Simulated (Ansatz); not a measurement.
## Ag in Ansatz: the effect of functional

Ag:

```
Ag
1.0
     2.96856    0.00000    0.00000
    -1.48428    2.57085    0.00000
     0.00000    0.00000    4.85303
Ag
2
Direct
  0.66667 0.33333 0.75000
  0.33333 0.66667 0.25000
```

This isn't the form of Ag at room conditions, which is fcc.

The cell isn't the ideal one: volume scaled by 1.04.

Alike in all runs:

| Property | Result |
| --- | --- |
| Program | Ansatz 0.2.0 |
| Task | single point |
| Potentials or basis | Ansatz PAW |
| k mesh | 10 × 10 × 6 |
| Occupations | fermi-dirac, width 0.05 eV |
| Spin | no spin polarisation |

Problem. One run gave: pressure -8.9 GPa. Which functional did it use?
A. LDA
B. r2SCAN
C. PBEsol

Solution. C.

```csv
functional,cutoff,pressure (GPa)
LDA,420 eV (not typed: the program's choice for these potentials),-13.0
PBEsol,420 eV (not typed: the program's choice for these potentials),-8.9
r2SCAN,500 eV (not typed: the program's choice for these potentials),-5.5
```

Caveats: the PAW data sets come from PBE, with cores solved anew for the run's functional, which leaves a small shift of forces and pressure.
